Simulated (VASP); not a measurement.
# CuAu (R-3m) in VASP: a series of runs, part 2 of 2

VASP 6.6.1. Earlier steps stand in the parts before.

## 3. Relaxation of cell and atoms, LDA

Contents of INCAR:

```
SYSTEM = CuAu
PREC     = Accurate       ! precision mode
ENCUT    = 600            ! plane-wave cutoff, eV
EDIFF    = 1E-6           ! SCF threshold, eV
ISMEAR   = -1             ! smearing method
SIGMA    = 0.05           ! smearing width, eV
LREAL    = .FALSE.        ! projectors in reciprocal space
LASPH    = .TRUE.         ! aspherical terms in the spheres
NELM     = 80             ! most SCF steps
ALGO     = Fast           ! electronic algorithm
ISIF     = 3              ! what is computed and relaxed
LWAVE    = .FALSE.        ! write WAVECAR
LCHARG   = .FALSE.        ! write CHGCAR
IBRION   = 2              ! ionic algorithm
NSW      = 40             ! ionic steps
EDIFFG   = -0.01          ! ionic threshold
```

Contents of KPOINTS:

```
regular mesh
0
G
  10 10 10
  0 0 0
```

Contents of POSCAR:

```
CuAu
1.0
    1.4430568479      0.8331492596      4.2561707609
   -1.4430568479      0.8331492596      4.2561707609
    0.0000000000     -1.6662985192      4.2561707609
Au Cu
1 1
Direct
    0.0000000000      0.0000000000      0.0000000000
    0.5000000000      0.5000000000      0.5000000000
```

Potentials or basis: VASP PAW LDA potentials, release 64 (Au, Cu).

The run is started by

```sh
> cat potpaw_LDA.64/Au/POTCAR potpaw_LDA.64/Cu/POTCAR > POTCAR
> mpirun -np 1 vasp_std > vasp.out
```

OUTCAR:

```text
SYSTEM = CuAu
   PREC = Accurate
   ENCUT = 600
   EDIFF = 1E-6
   ISMEAR = -1
   LREAL = .FALSE.
   LASPH = .TRUE.
   NELM = 80
   ISIF = 3
   IBRION = 2
   NSW = 40
   EDIFFG = -0.01

 ion  position               nearest neighbor table
   1  0.000  0.000  0.000-   2 2.70   2 2.70   2 2.70   2 2.70   2 2.70   2 2.70
   2  0.500  0.500  0.500-   1 2.70   1 2.70   1 2.70   1 2.70   1 2.70   1 2.70

  LATTYP: Found a trigonal (rhomboedric) cell.
 ALAT       =     4.5707264522
 COS(alpha) =     0.8006453295

  Lattice vectors:

 A1 = (   1.4430568479,   0.8331492596,   4.2561707609)
 A2 = (  -1.4430568479,   0.8331492596,   4.2561707609)
 A3 = (   0.0000000000,  -1.6662985192,   4.2561707609)

Analysis of symmetry for initial positions (statically):
=====================================================================
 Subroutine PRICEL returns:
 Original cell was already a primitive cell.

 Routine SETGRP: Setting up the symmetry group for a
 trigonal (rhombohedral) supercell.

 Subroutine GETGRP returns: Found 12 space group operations
 (whereof 12 operations were pure point group operations)
 out of a pool of 12 trial point group operations.

The static configuration has the point symmetry D_3d.

Analysis of symmetry for dynamics (positions and initial velocities):
=====================================================================
 Subroutine PRICEL returns:
 Original cell was already a primitive cell.

 Routine SETGRP: Setting up the symmetry group for a
 trigonal (rhombohedral) supercell.

 Subroutine GETGRP returns: Found 12 space group operations
 (whereof 12 operations were pure point group operations)
 out of a pool of 12 trial point group operations.

The dynamic configuration has the point symmetry D_3d.

 Subroutine INISYM returns: Found 12 space group operations
 (whereof 12 operations are pure point group operations),
 and found     1 'primitive' translations

----------------------------------------------------------------------------------------

                                     Primitive cell

  volume of cell :      30.7027

  direct lattice vectors                    reciprocal lattice vectors
     1.443056848  0.833149260  4.256170761     0.346486696  0.200044187  0.078317660
    -1.443056848  0.833149260  4.256170761    -0.346486696  0.200044187  0.078317660
     0.000000000 -1.666298519  4.256170761     0.000000000 -0.400088375  0.078317660

  length of vectors
     4.570726452  4.570726452  4.570726452     0.407681694  0.407681694  0.407681694

  position of ions in fractional coordinates (direct lattice)
     0.000000000  0.000000000  0.000000000
     0.500000000  0.500000000  0.500000000

  ion indices of the primitive-cell ions
   primitive index   ion index
                 1           1
                 2           2

----------------------------------------------------------------------------------------

 KPOINTS: regular mesh

Automatic generation of k-mesh.
 Grid dimensions read from file:
 generate k-points for:   10   10   10

 Generating k-lattice:

[... 61 lines left out ...]
   EDIFF  = 0.1E-05   stopping-criterion for ELM
   LREAL  =      F    real-space projection
   EDIFFG = -.1E-01   stopping-criterion for IOM
   NSW    =     40    number of steps for IOM
   IBRION =      2    ionic relax: 0-MD 1-quasi-New 2-CG
   NFREE  =      1    steps in history (QN), initial steepest desc. (CG)
   ISIF   =      3    stress and relaxation
   ISYM   =      2    0-nonsym 1-usesym 2-fastsym
   POTIM  = 0.5000    time-step for ionic-motion
   TEBEG  =    0.0;   TEEND  =   0.0 temperature during run
   PSTRESS=    0.0 pullay stress
   NELECT =      22.0000    total number of electrons
   NUPDOWN=      -1.0000    fix difference up-down
   EMIN   =  10.00;   EMAX   =-10.00  energy-range for DOS
   EFERMI =   0.00;   METHOD = LEGACY
   ISMEAR =    -1;   SIGMA  =   0.05  broadening in eV -4-tet -1-fermi 0-gaus
   EFERMI_NEDOS =   21; number of points for ismear=-14 and -15
   IALGO  =     68    algorithm
   IMIX   =      4    mixing-type and parameters
     AMIX     =   0.40;   BMIX     =  1.00
     AMIX_MAG =   1.60;   BMIX_MAG =  1.00
  volume/ion in A,a.u.               =      15.35       103.60
  Fermi-wavevector in a.u.,A,eV,Ry     =   1.464952  2.768359 29.199270  2.146086
  Thomas-Fermi vector in A             =   2.580867
   LORBIT       =      0    0 simple, 1 ext, 2 COOP (PROOUT), +10 PAW based schemes
   GGA     = CA    functional components
   LHFCALC =     F    Hartree Fock is set to
   AEXX    =    0.0000 exact exchange contribution
   IVDW    =     0    specifies the selected vdW correction
   LEPSILON=     F    determine dielectric tensor
   LRPA    =     F    only Hartree local field effects (RPA)
 conjugate gradient relaxation of ions
 non-spin polarized calculation
 RMM-DIIS sequential band-by-band and
  energy-cutoff  :      600.00
  volume of cell :       30.70
 maximum number of plane-waves:      1040
 NGX is ok and might be reduce to    40
   NGX = 19   NGY = 19   NGZ = 19

--------------------------------------- Ionic step        1  -------------------------------------------

 number of electron      21.9999997 magnetization

 Free energy of the ion-electron system (eV)
  ---------------------------------------------------
  ext. energy  EPLUGINS =         0.00000000
  ---------------------------------------------------
  free energy    TOTEN  =        -8.99874652 eV

  energy without entropy =       -8.99309698  energy(sigma->0) =       -8.99592175

------------------------ aborting loop because EDIFF is reached ----------------------------------------

  FORCE on cell =-STRESS in cart. coord.  units (eV):
  Direction    XX          YY          ZZ          XY          YZ          ZX
  --------------------------------------------------------------------------------------
  -------------------------------------------------------------------------------------
  Total       -2.1377412     -2.1377412     -2.5829973      0.0000000      0.0000000      0.0000000
  in kB     -111.5550312   -111.5550312   -134.7900963      0.0000000      0.0000000      0.0000000
  external PRESSURE =    -119.3000529 kB  Pullay stress =       0.0000000 kB
[... 23 lines left out ...]
--------------------------------------- Ionic step        2  -------------------------------------------

 number of electron      22.0000000 magnetization

 E-fermi :  10.3786     XC(G=0): -13.6437

 val. band max:       10.3695126851   @ k =   0.5000   0.5000   0.1000
 cond. band min:      10.4120545781   @ k =  -0.4000   0.1000   0.1000
 fundamental gap:      0.0425418930
 Fermi energy:        10.3786013401

 k-point     1 :       0.0000    0.0000    0.0000
  band No.  band energies     occupation
      1      -0.6269      2.00000
      2       2.6792      2.00000
      3       4.7652      2.00000
      4       4.7652      2.00000
      5       5.9602      2.00000
      6       5.9602      2.00000
      7       7.1792      2.00000
      8       7.8529      2.00000
      9       7.8529      2.00000
     10       8.7465      2.00000
     11       8.7465      2.00000
     12       9.9869      1.99921
     13      16.3743      0.00000
     14      24.8800      0.00000
[... 480 lines left out ...]
  FREE ENERGIE OF THE ION-ELECTRON SYSTEM (eV)
  ---------------------------------------------------
  free  energy   TOTEN  =        -9.0992209589 eV

  energy  without entropy=       -9.0943981315  energy(sigma->0) =       -9.09680955

[... ionic steps 4 to 13 ...]

--------------------------------------- Ionic step       14  -------------------------------------------

 number of electron      22.0000003 magnetization

------------------------ aborting loop because EDIFF is reached ----------------------------------------
[... 67 lines left out ...]
--------------------------------------- Ionic step       16  -------------------------------------------

 number of electron      22.0000002 magnetization

 Free energy of the ion-electron system (eV)
  ---------------------------------------------------
  ext. energy  EPLUGINS =         0.00000000
  ---------------------------------------------------
  free energy    TOTEN  =        -9.09991628 eV

  energy without entropy =       -9.09603682  energy(sigma->0) =       -9.09797655

 E-fermi :   8.9130     XC(G=0): -13.1168

 val. band max:        8.8660489004   @ k =  -0.4000   0.4000   0.1000
 cond. band min:       8.9565667237   @ k =  -0.4000   0.1000   0.1000
 fundamental gap:      0.0905178233
 Fermi energy:         8.9129748615

 k-point     1 :       0.0000    0.0000    0.0000
  band No.  band energies     occupation
      1      -1.1773      2.00000
      2       2.0009      2.00000
      3       3.8380      2.00000
      4       3.8380      2.00000
      5       4.8740      2.00000
      6       4.8740      2.00000
      7       6.0503      2.00000
      8       6.6200      2.00000
      9       6.6200      2.00000
     10       7.3636      2.00000
     11       7.3636      2.00000
     12       8.8410      1.61678
     13      14.3446      0.00000
     14      23.4733      0.00000
[... 444 lines left out ...]
  FREE ENERGIE OF THE ION-ELECTRON SYSTEM (eV)
  ---------------------------------------------------
  free  energy   TOTEN  =        -9.0999162834 eV

  energy  without entropy=       -9.0960368157  energy(sigma->0) =       -9.09797655

 reached required accuracy - stopping structural energy minimisation
```

Wall time 22 min (1 thread of Intel Xeon Platinum 8488C (Sapphire Rapids), shared host); peak memory 0.31 GiB.

Results:

* Free energy: -9.0999 eV
* Relaxed volume: 14.16 Å³/atom
* Relaxed cell: a = 4.413 Å, b = 4.413 Å, c = 4.413 Å, α = 37.32°, β = 37.32°, γ = 37.32°
* Space group after relaxing (to 0.05 Å): R-3m (No. 166)
* Energy gained by relaxing: 50.6 meV/atom
* Ionic steps: 16
* Pressure after relaxing: 0.0 GPa
* Band gap on the k mesh: none (metal or under the smearing width)

Step by step:
| step | energy change (eV) | largest force (eV/Å) | pressure (GPa) | volume (Å³) |
| --- | --- | --- | --- | --- |
| 1 | 0.0000 | 0.0000 | -11.93 | 30.70 |
| 2 | 0.0401 | 0.0000 | 20.56 | 25.90 |
| 3 | -0.1005 | 0.0000 | -1.93 | 28.32 |
| 4 | -0.0997 | 0.0000 | -0.02 | 28.09 |
| 5 | -0.0992 | 0.0000 | 1.45 | 28.04 |
| 6 | -0.1001 | 0.0000 | -1.09 | 28.51 |
| 7 | -0.1008 | 0.0000 | -1.09 | 28.32 |
| 8 | -0.1006 | 0.0000 | -0.05 | 28.21 |
| 9 | -0.1006 | 0.0000 | 0.68 | 28.22 |
| 10 | -0.1008 | 0.0000 | 0.27 | 28.27 |
| 11 | -0.1008 | 0.0000 | 0.03 | 28.30 |
| 12 | -0.1008 | 0.0000 | 0.21 | 28.31 |
| 13 | -0.1008 | 0.0000 | -0.18 | 28.32 |
| 14 | -0.1011 | 0.0000 | -0.01 | 28.32 |
| 15 | -0.1012 | 0.0000 | 0.12 | 28.31 |
| 16 | -0.1012 | 0.0000 | 0.03 | 28.31 |

Final structure:
```yaml
crystal:
  lattice:
    - [1.41181, 0.81511, 4.10072]
    - [-1.41181, 0.81511, 4.10072]
    - [0.00000, -1.63021, 4.10072]
  atoms:
    - { symbol: Au, position: [0.00000, 0.00000, 0.00000] }
    - { symbol: Cu, position: [0.50000, 0.50000, 0.50000] }
```

Levels at points of the mesh, in eV from the Fermi level:
| k point | band 9 | band 10 | band 11 | band 12 | band 13 | band 14 |
| --- | --- | --- | --- | --- | --- | --- |
| (0.00, 0.00, 0.00) | -2.29 | -1.55 | -1.55 | -0.07 | 5.43 | 14.56 |
| (0.50, 0.00, 0.00) | -1.99 | -1.85 | 0.06 | 1.23 | 5.82 | 7.54 |
| (0.50, 0.50, 0.00) | -1.57 | -1.42 | -1.37 | 1.13 | 3.09 | 7.03 |
| (0.50, 0.50, 0.50) | -2.72 | -2.72 | -2.34 | -2.34 | 13.21 | 15.13 |

Spin-orbit coupling is left out, which matters for the levels of Au.
